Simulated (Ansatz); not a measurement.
Crystal: CoO.

```
CELL_PARAMETERS angstrom
1.60222 0.92504 2.56647
-1.60222 0.92504 2.56647
0.00000 -1.85008 2.56647
ATOMIC_POSITIONS crystal
Co 0.99898 0.99898 0.99898
O 0.75102 0.75102 0.75102
```

Measurements of this composition are mostly on another form, of space group No. 225.

```yaml
Program: Ansatz 0.2.0
Task: relaxation of cell and atoms
Functional: PBEsol
Dispersion: D3(BJ)
Potentials_or_basis: all-electron LAPW, scalar-relativistic
Basis_error_allowed: 0.001 eV/atom
k_mesh: 7 × 7 × 7
Occupations: fermi-dirac, width 0.05 eV
Spin: collinear spin, ferromagnetic start
Starting_moments: "[2.0, 0.0] μB"
```

At the start: volume 11.41 Å³/atom.

Q: How do energy, volume and symmetry change on relaxing?

A: Over 9 steps the energy falls by 47.9 meV/atom and the volume is 10.18 Å³/atom (-10.8 %); space group F-43m (No. 216, to 0.05 Å); moment 1.96 μB per cell.

The path:
```
step  energy change (eV)  largest force (eV/Å)  volume (Å³)
   1              0.0000                0.2275        22.82
   2             -0.0448                0.1716        22.06
   3             -0.0919                0.0474        20.75
   4             -0.0919                0.0240        20.00
   5             -0.0953                0.0343        20.44
   6             -0.0958                0.0110        20.37
   7             -0.0959                0.0031        20.36
   8             -0.0959                0.0001        20.36
   9             -0.0959                0.0000        20.36
```

Final structure:
```xyz
2
Lattice="1.5325 0.8848 2.5025 -1.5325 0.8848 2.5025 0.0000 -1.7696 2.5025" Properties=species:S:1:pos:R:3 pbc="T T T"
Co    0.0000    0.0000    7.5075
O     0.0000    0.0000    5.6306
```

Caveat: the k mesh is thin for a metal, which can move the energy by tens of meV per atom; a cell with one magnetic atom can't hold antiferromagnetic order, which such compounds often take.
